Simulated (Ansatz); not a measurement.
**CaSe: a single-point run**

Aim: a sound single-point run of CaSe. The structure is shown as the input types it. The cell is built on a prototype (CsCl type) and needn't be the phase found in nature.

Method: density functional or hybrid calculation with the settings of its input, plane waves (as first typed), in Ansatz 0.2.0.

2 further runs of the same task are left out: 1 for a known fault of the program, 1 that didn't finish.

## (1) The structure to begin with

It takes space group Pm-3m (No. 221, cubic). Conventional cell: a = 3.635 Å, b = 3.635 Å, c = 3.635 Å, α = 90.00°, β = 90.00°, γ = 90.00°. Around Ca (site symmetry m-3m) lie 8 Se at 3.15 Å. Se (site symmetry m-3m) is surrounded by 8 Ca at 3.15 Å.

As a file:

```
CELL_PARAMETERS angstrom
3.63478 0.00000 0.00000
0.00000 3.63478 0.00000
0.00000 0.00000 3.63478
ATOMIC_POSITIONS crystal
Ca 0.00000 0.00000 0.00000
Se 0.50000 0.50000 0.50000
```

## (2) Input and run

The input, input.yaml:

```yaml
crystal:
  lattice:
    - [3.6347849122, 0.0, 0.0]
    - [0.0, 3.6347849122, 0.0]
    - [0.0, 0.0, 3.6347849122]
  atoms:
    - { symbol: Ca, position: [0.0, 0.0, 0.0] }
    - { symbol: Se, position: [0.5, 0.5, 0.5] }
kpoints:
  mp_grid: { grid: [2, 4, 6] }
hamiltonian:
  xc: pbe
scf:
  occupations: { method: fixed }
  n_extra_bands: 4
output:
  forces: true
  stress: true
  eigenvalues: true
```

On the command line:

```
$ ansatz run input.yaml --threads 4 --pin off --max-ram 3686MiB --backend cpu --events-out ev --progress --plain --runs-dir out
```

What happens when this is run?

This run ends as converged, with warnings (symmetry narrowed by mesh). Its log warns: «crystal.symmetry: narrowed to the stabiliser of the k-point mesh — unitary ops 48 → 8; excluded 40 operations that carry a point of the 2×4×6 mesh (shift [0, 0 ...»

In the input, kpoints.mp_grid.grid is [2, 4, 6]. The mesh has lower symmetry than the crystal, so equivalent directions are sampled differently.

The test: set kpoints.mp_grid.grid to [6, 6, 6].
